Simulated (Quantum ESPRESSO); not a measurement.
Ni in Quantum ESPRESSO: convergence with SCF threshold

Input of the first run (SCF threshold 0.001 Ry); the others differ in this setting and in those tied to it:

Contents of pw.in:

```
&CONTROL
  calculation = 'scf'
  prefix = 'pwscf'
  outdir = './tmp'
  pseudo_dir = './pseudo'
  tprnfor = .true.
  tstress = .true.
  disk_io = 'nowf'
/
&SYSTEM
  ibrav = 0
  nat = 2
  ntyp = 1
  ecutwfc = 45
  ecutrho = 360
  nbnd = 29
  occupations = 'smearing'
  smearing = 'mv'
  degauss = 0.00999582
  nspin = 2
  starting_magnetization(1) = 0.0556
/
&ELECTRONS
  conv_thr = 0.001
  electron_maxstep = 120
  mixing_beta = 0.3
/
ATOMIC_SPECIES
Ni    58.6934 ni_pbesol_v1.4.uspp.F.UPF
CELL_PARAMETERS angstrom
   2.4480228978    0.0000000000    0.0000000000
  -1.2240114489    2.1200500186    0.0000000000
   0.0000000000    0.0000000000    4.0728075700
ATOMIC_POSITIONS crystal
Ni     0.6465950000    0.2990080000    0.7604110000
Ni     0.3619010000    0.6335320000    0.2588130000
K_POINTS automatic
7 7 4 0 0 0
```

Potentials or basis: GBRV 1.5 PBEsol.

The run is started by

```console
$ OMP_NUM_THREADS=1 pw.x -in pw.in > pw.out
```

The cell isn't the ideal one: atoms moved at random, drawn with an rms of 0.15 Å.

This isn't the form of Ni at room conditions, which is fcc.

Hardware: 1 thread of Arm Neoverse V2 (shared host).

| SCF threshold | energy less the tightest run, at zero smearing (meV/atom) | pressure (GPa) | largest force (eV/Å) | absolute moment (μB) | SCF cycles | CPU time (s) | peak memory (GiB) |
| --- | --- | --- | --- | --- | --- | --- | --- |
| 0.001 Ry | 1.70 | -19.45 | 0.228 | 1.52 | 6 | 28 | 0.15 |
| 0.0001 Ry | 0.00 | 0.74 | 0.260 | 1.68 | 11 | 42 | 0.15 |
| 1e-05 Ry | 0.00 | 0.74 | 0.260 | 1.68 | 11 | 44 | 0.15 |
| 1e-06 Ry | 0.00 | -1.76 | 0.258 | 1.67 | 12 | 46 | 0.15 |
| 1e-07 Ry | 0.00 | -2.63 | 0.262 | 1.68 | 14 | 53 | 0.15 |
| 1e-08 Ry | 0.00 | -2.63 | 0.262 | 1.68 | 14 | 56 | 0.15 |
| 1e-10 Ry | 0.00 | -2.53 | 0.261 | 1.68 | 17 | 69 | 0.15 |
| 1e-12 Ry | 0.00 | -2.52 | 0.261 | 1.68 | 20 | 79 | 0.15 |

Against the tightest run, the energy stays within 1 meV/atom from 0.0001 Ry on; the pressure stays within 0.1 GPa from 1e-10 Ry on; the largest force stays within 0.005 eV/Å from 0.0001 Ry on; the absolute moment stays within 0.02 μB from 0.0001 Ry on. The tightest run that finished is the yardstick and may itself not be fully converged.

Caveat, for the tightest run too: the k mesh is coarse (spacing up to 0.42 Å⁻¹), so the values aren't converged.
